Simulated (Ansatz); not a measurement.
# NbAs (I4_1md) in Ansatz: reference runs

Aim: a first look at NbAs with PBE, on the cell as given and on a disturbed one.

Program: Ansatz 0.2.0. These are calculated values, not measurements. Logs are shortened: lines on timing, memory, paths and dates and some standing lists are left out, and cuts for length are marked.

## 1. Starting point

It takes space group I4_1md (No. 109, tetragonal). Conventional cell: a = 3.452 Å, b = 3.452 Å, c = 11.680 Å, α = 90.00°, β = 90.00°, γ = 90.00°. Nb (site symmetry 2mm) is surrounded by 6 As at 2.60 to 2.63 Å. As (site symmetry 2mm) has 6 Nb at 2.60 to 2.63 Å as nearest neighbours.

## 2. Single point, PBE

Contents of input.yaml:

```yaml
crystal:
  lattice:
    - [-1.72585, 1.72585, 5.84]
    - [1.72585, -1.72585, 5.84]
    - [1.72585, 1.72585, -5.84]
  atoms:
    - { symbol: Nb, position: [0.5, 0.0, 0.5] }
    - { symbol: Nb, position: [0.75, 0.75, 0.0] }
    - { symbol: As, position: [0.916, 0.416, 0.5] }
    - { symbol: As, position: [0.166, 0.166, 0.0] }
hamiltonian:
  xc: pbe
  pseudopotentials: { kind: paw }
kpoints:
  mp_grid: { grid: [11, 11, 11] }
scf:
  occupations: { method: fermi_dirac, width: 0.05 }
output:
  forces: true
  stress: true
  eigenvalues: true
```

Potentials or basis: Ansatz PAW.

Started as:

```
> ansatz run input.yaml --threads 2 --pin off --max-ram 5120MiB --backend cpu --events-out ev --progress --plain --runs-dir out
```

Log:

```text
Warning: RAYON_NUM_THREADS=2 ignored (pool sized by the plan → 2); use --threads N
basis.fft_grid_basis auto: the FFT boxes are laid along the combinations [[1, 0, 1], [0, 1, 1], [0, 0, 1]] of the cell's own vectors, 3.452, 3.452 and 6.330 Å long. The dense box has 24×24×45 points. Along the cell's own vectors, as sized, it would have 45×45×45, 3.52 times as many. Of the 8 symmetry operations that the crystal satisfies within crystal.symmetry.tolerance (time reversal apart; of a slab, those that keep its plane) the dense box along the cell's own vectors carries 8, and the one as laid loses 6 of those. basis.fft_grid_basis: typed keeps the cell's own vectors: state it where this run's energies or levels are differenced outside the engine with another run's, or held beside a run that keeps those vectors.
Engine: ansatz 0.2.0, aarch64-unknown-linux-gnu
Pseudopotentials: kind: paw
Pseudopotential: Nb, paw, valence charge 13, recommended cutoff 420 eV (normal), Nb.paw.azcp
Pseudopotential: As, paw, valence charge 15, recommended cutoff 420 eV (normal), As.paw.azcp
Functional definition: PBE
  parameter kappa = 0.804
  parameter beta = 0.06672455060314922
  exchange = pbe_x(kappa = kappa, mu = beta*pi^2/3)
  correlation = pbe_c(beta = beta)
Crystal: 4 atoms, lattice volume = 69.579 Å³
Basis set: ecut = 420 eV, 1371 PW (Γ), FFT grids on a1+a3, a2+a3, a3, exchange–correlation on 48×48×90 points (8 copies of the dense FFT grid, shifted against one another)
Bands: 34, of which v1, the nominal top of the filled ones, is band 28 counted from 1 (27 counted from 0)
Symmetry: 8 space group operations
Space group: I41md (ITA 109), of the structure as read, at distance tolerance 4.1e-5 Å
k-points: 126 of 1331 (time reversal used)
Non-local potential: Nb, projectors of the file, l = 0: 3, l = 1: 2, l = 2: 2, l = 3: 1
Non-local potential: As, projectors of the file, l = 0: 2, l = 1: 2, l = 2: 3, l = 3: 1
PAW form: soft (Blöchl's): semilocal exchange-correlation on the pseudo side does not see the compensation charge
PAW one-centre angular grid: Nb, 590 points (default); XC on 64 Gauss nodes
PAW one-centre angular grid: As, 590 points (default); XC on 64 Gauss nodes
Initial density: superposition of atomic densities (neutral atoms: chi_scale 0, normalization atom), corrected by the library's trained network
Initial wavefunctions: pseudopotential atomic-orbital guess
Functional: x = pbe(κ = 0.804, μ = 0.2195149727645171), c = pbe(β = 0.06672455060314922)
SCF iter   1: F=—  HF=-18819.584233 eV  |F-HF|=—  |Δ(HF+E_count)|=         —  Δρ=7.15e-3  dr2=2.41e-2  ethr=1.77e-3  ⟨swp⟩=5.8  Hψ=17293  notcnv=0
preconditioner: auto → Kerker (q_TF=auto, 2.631 Å⁻¹)  [metal: Δε(μ)=0.023 eV  Ē_g=6.952 eV  σ=0.050 eV  W_gap=0.12  n_scr=24 (ndim 8)  ℏωp=19.9 eV  f_vac=0.000  D(μ)=0.71/eV (n_scr^D=2)]
SCF iter   2: F=—  HF=-18819.583745 eV  |F-HF|=—  |Δ(HF+E_count)|=   4.88e-4  Δρ=4.21e-3  dr2=8.15e-3  ethr=4.30e-5  ⟨swp⟩=1.0  Hψ=5293  notcnv=0
SCF iter   3: F=—  HF=-18819.584339 eV  |F-HF|=—  |Δ(HF+E_count)|=   5.94e-4  Δρ=6.28e-4  dr2=2.37e-4  ethr=1.45e-5  ⟨swp⟩=2.5  Hψ=6479  notcnv=0
SCF iter   4: F=—  HF=-18819.584245 eV  |F-HF|=—  |Δ(HF+E_count)|=   9.43e-5  Δρ=2.97e-4  dr2=6.84e-5  ethr=4.24e-7  ⟨swp⟩=2.0  Hψ=7322  notcnv=0
SCF iter   5: F=—  HF=-18819.584241 eV  |F-HF|=—  |Δ(HF+E_count)|=   3.62e-6  Δρ=8.43e-5  dr2=6.40e-6  ethr=1.22e-7  ⟨swp⟩=2.2  Hψ=5356  notcnv=0
SCF iter   6: F=—  HF=-18819.584240 eV  |F-HF|=—  |Δ(HF+E_count)|=   1.08e-6  Δρ=1.82e-5  dr2=3.04e-7  ethr=1.14e-8  ⟨swp⟩=3.0  Hψ=7532  notcnv=0
SCF iter   7: F=-18819.584240 eV  HF=-18819.584240 eV  |F-HF|=1.03e-9  |Δ(HF+E_count)|=   1.43e-8  Δρ=3.92e-6  dr2=1.11e-8  ethr=1.79e-10  ⟨swp⟩=5.5  Hψ=14208  notcnv=0
SCF 1 converged in 7 iterations: F = -18819.584240 eV  dr2 = 1.11e-8
SCF converged after 7 iterations
Free energy (F): -18819.584240 eV
Harris-Foulkes:  -18819.584240 eV  (|F-HF|=1.03e-9)
Internal energy: -18819.578107 eV  (E = F + TS)
E sigma→0 (E₀):  -18819.581174 eV
Entropy (-TS):   -0.006133 eV (-1.533 meV/atom)
Fermi energy:    16.307559 eV
--- Per-component energies (eV) ---
  E_band       = -484.188740
  E_kinetic    = 999.052691
  E_local      = -4331.969832  (includes V_loc(G=0)·N_el)
  E_nonlocal   = -1101.128492
  E_hartree    = 2145.460551
  E_xc         = -512.206845
  E_vxc        = -588.362141  (∫ρ·V_xc dr)
  E_paw        = -9818.534289  (= ΣΔE_a)
  E_vpaw       = 247.298061  (= ΣTr[D̂ρ^β])
  E_aug_tail   = 0.000027  (compensation charges beyond the density's cutoff)
  E_ewald      = -6200.251917
  E_smearing   = -0.006133  (= −TS)
  E_closure    = -0.000000  (closes the sum)
  Σ components = -18819.584240   (vs F -18819.584240, Δ=0.00e0)
--- Forces (eV/Å), atoms counted from 1 ---
  atom   1  Nb     0.00000000     0.00000000    -0.29783959
  atom   2  Nb    -0.00000000     0.00000000    -0.29783959
  atom   3  As     0.00000000     0.00000000     0.29783137
  atom   4  As    -0.00000000    -0.00000000     0.29783137
  max |Σ_I F_I| component: 1.64e-5 eV/Å
--- Stress (GPa, compression-positive) ---
        3.054505       0.000000      -0.000000
        0.000000       3.054505       0.000000
       -0.000000      -0.000000       3.758976
  P = ⅓ Tr σ = 3.2893 GPa (32.893 kbar)
--- Band table (eV; the first three rows and the last of 126) ---
  k-point 0: bands = ["-38.8010", "-38.7725", "-19.2047", "-19.2047", "-19.1887", "-19.1845", "-19.1819", "-19.1805", "-19.1762", "-19.1755", "-19.1755", "-19.1733", "-15.0274", "-14.9119", "-14.9119", "-14.7586", "-14.7586", "-14.7125", "3.0770", "5.3570", "10.0985", "13.4899", "14.0525", "14.0525", "14.2768", "14.6355", "14.9214", "14.9214", "17.0300", "17.6055", "18.7173", "19.3143", "19.3143", "20.0144"]
  k-point 1: bands = ["-38.7985", "-38.7712", "-19.2054", "-19.2041", "-19.1880", "-19.1843", "-19.1833", "-19.1822", "-19.1760", "-19.1754", "-19.1739", "-19.1725", "-15.0185", "-14.9280", "-14.9246", "-14.7758", "-14.7698", "-14.7110", "3.2781", "5.4141", "10.2331", "13.0752", "13.8702", "13.9660", "14.0143", "14.4759", "15.0174", "15.1842", "16.7389", "17.2527", "18.7161", "18.9645", "19.5680", "19.8877"]
  k-point 2: bands = ["-38.7917", "-38.7681", "-19.2075", "-19.2023", "-19.1877", "-19.1865", "-19.1850", "-19.1833", "-19.1751", "-19.1749", "-19.1713", "-19.1704", "-15.0050", "-14.9697", "-14.9463", "-14.8159", "-14.7989", "-14.7124", "3.8203", "5.5315", "10.6722", "12.2185", "12.8997", "13.3757", "13.6079", "14.6736", "15.4090", "15.5806", "16.5537", "16.6710", "18.3437", "18.9383", "19.9489", "20.0630"]
  k-point 125: bands = ["-38.7861", "-38.7856", "-19.2066", "-19.2063", "-19.1855", "-19.1854", "-19.1822", "-19.1818", "-19.1754", "-19.1751", "-19.1736", "-19.1735", "-14.9427", "-14.9175", "-14.8713", "-14.8651", "-14.7634", "-14.7483", "4.0787", "4.0974", "12.2143", "12.3448", "13.3014", "13.6092", "13.6524", "14.1527", "15.3439", "15.8863", "17.0608", "17.8204", "18.0199", "18.2739", "19.4083", "19.5251"]
```

Wall time 12 s (2 threads of Arm Neoverse V1, shared host); peak memory 0.47 GiB.

Results:

```yaml
Free_energy: -18819.5842 eV
Pressure: 3.3 GPa
Largest_force: 0.298 eV/Å
Band_gap_on_the_k_mesh: none (metal or under the smearing width)
```

Forces on the atoms (eV/Å):
```
Nb   0.000  0.000 -0.298
Nb   0.000  0.000 -0.298
As   0.000  0.000  0.298
As   0.000  0.000  0.298
```

## 3. Single point, PBE (atoms moved at random, drawn with an rms of 0.05 Å)

Contents of input.yaml:

```yaml
crystal:
  lattice:
    - [-1.72585, 1.72585, 5.84]
    - [1.72585, -1.72585, 5.84]
    - [1.72585, 1.72585, -5.84]
  atoms:
    - { symbol: Nb, position: [0.506457, -0.001157, 0.512873] }
    - { symbol: Nb, position: [0.751105, 0.759663, 0.007021] }
    - { symbol: As, position: [0.893408, 0.421019, 0.496569] }
    - { symbol: As, position: [0.159604, 0.170121, 0.002004] }
hamiltonian:
  xc: pbe
  pseudopotentials: { kind: paw }
kpoints:
  mp_grid: { grid: [11, 11, 11] }
scf:
  occupations: { method: fermi_dirac, width: 0.05 }
output:
  forces: true
  stress: true
  eigenvalues: true
```

Potentials or basis: Ansatz PAW.

Started as:

```
> ansatz run input.yaml --threads 2 --pin off --max-ram 5120MiB --backend cpu --events-out ev --progress --plain --runs-dir out
```

Log:

```text
Warning: RAYON_NUM_THREADS=2 ignored (pool sized by the plan → 2); use --threads N
basis.fft_grid_basis auto: the FFT boxes are laid along the combinations [[1, 0, 1], [0, 1, 1], [0, 0, 1]] of the cell's own vectors, 3.452, 3.452 and 6.330 Å long. The dense box has 24×24×45 points. Along the cell's own vectors, as sized, it would have 45×45×45, 3.52 times as many. basis.fft_grid_basis: typed keeps the cell's own vectors: state it where this run's energies or levels are differenced outside the engine with another run's, or held beside a run that keeps those vectors.
[... 66 lines left out ...]
--- Band table (eV; the first three rows and the last of 666) ---
  k-point 0: bands = ["-38.8107", "-38.7529", "-19.2435", "-19.2182", "-19.2132", "-19.2125", "-19.2041", "-19.1882", "-19.1696", "-19.1639", "-19.1596", "-19.1591", "-15.0374", "-14.9282", "-14.8980", "-14.7715", "-14.7206", "-14.7136", "3.0682", "5.3988", "10.0294", "13.4608", "13.7982", "14.1183", "14.2912", "14.5886", "14.9436", "14.9933", "17.0676", "17.6486", "18.6083", "19.3189", "19.3636", "19.8554"]
  k-point 1: bands = ["-38.8085", "-38.7513", "-19.2434", "-19.2176", "-19.2141", "-19.2123", "-19.2037", "-19.1880", "-19.1692", "-19.1652", "-19.1593", "-19.1581", "-15.0284", "-14.9420", "-14.9139", "-14.7854", "-14.7374", "-14.7092", "3.2683", "5.4444", "10.1761", "13.0335", "13.7226", "13.9660", "14.0728", "14.4601", "14.9848", "15.2397", "16.7556", "17.3069", "18.6395", "18.9585", "19.5470", "19.8942"]
  k-point 2: bands = ["-38.8027", "-38.7472", "-19.2435", "-19.2175", "-19.2160", "-19.2110", "-19.2024", "-19.1879", "-19.1688", "-19.1672", "-19.1592", "-19.1555", "-15.0157", "-14.9714", "-14.9488", "-14.8212", "-14.7704", "-14.7101", "3.8088", "5.5375", "10.6397", "12.1751", "12.8906", "13.3884", "13.6572", "14.6083", "15.3706", "15.6520", "16.5480", "16.6593", "18.2758", "18.9429", "19.8788", "20.0607"]
  k-point 665: bands = ["-38.7946", "-38.7431", "-19.2434", "-19.2209", "-19.2161", "-19.2085", "-19.2012", "-19.1886", "-19.1708", "-19.1665", "-19.1588", "-19.1520", "-15.1073", "-14.9582", "-14.9236", "-14.8519", "-14.8006", "-14.7401", "4.6970", "5.4840", "10.8238", "11.2149", "12.4108", "12.7417", "13.7740", "14.1540", "15.1943", "15.7135", "16.8329", "17.6184", "18.3584", "19.1540", "19.4306", "20.0370"]
```

Run time: 64 s. Hardware: 2 threads of Arm Neoverse V1, shared host; peak memory 1.3 GiB.

What came out:

| Item | Value |
| --- | --- |
| Free energy | -18819.4562 eV |
| Pressure | 4.2 GPa |
| Largest force | 1.545 eV/Å |
| Band gap on the k mesh | none (metal or under the smearing width) |

Forces in eV/Å, atoms in the order of the input:
```
Nb   0.289 -0.953 -0.099
Nb   0.015 -0.005 -1.519
As  -0.357  0.655  1.353
As   0.053  0.304  0.265
```

Levels at points of the mesh, in eV from the Fermi level:
| k point | band 25 | band 26 | band 27 | band 28 | band 29 | band 30 | band 31 | band 32 |
| --- | --- | --- | --- | --- | --- | --- | --- | --- |
| (0.00, 0.00, 0.00) | -2.03 | -1.73 | -1.38 | -1.33 | 0.75 | 1.33 | 2.29 | 3.00 |
